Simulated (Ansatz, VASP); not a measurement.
# One calculation of CdS, two programs

```
Cd S
1.0
     0.00000    2.61558    2.61558
     2.61558    0.00000    2.61558
     2.61558    2.61558    0.00000
Cd S
1 1
Direct
  0.00000 0.00000 0.00000
  0.50000 0.50000 0.50000
```

Change from the starting cell: strain -0.050 along x and y, -0.050 along z, atoms carried along.

Alike in both runs: task single point; functional PBE; k mesh 10 × 10 × 10; occupations gaussian, width 0.03 eV; no spin polarisation.

|  | VASP | Ansatz |
| --- | --- | --- |
| version | VASP 6.6.1 | Ansatz 0.2.0 |
| potentials or method | VASP PAW PBE potentials, release 64 (Cd, S) | scalar-relativistic, plane waves, PAW |
| plane-wave cutoff (eV) | 520 | 420 |
| valence electrons in the cell | 18 | 26 |

|  | VASP | Ansatz | Ansatz less VASP |
| --- | --- | --- | --- |
| gap on the k mesh at the Fermi level (eV) | 0.21 | 0.21 | +0.008 |
| least direct gap on the mesh (eV) | 2.64 | 2.68 | +0.037 |
| pressure (GPa) | 15.8 | 15.0 | -0.78 |

The two sets of potentials don't hold the same shells in valence.

Caveats: so large a pressure means that the cell lies far from this level's equilibrium, or that cutoff or potentials fall short (VASP).
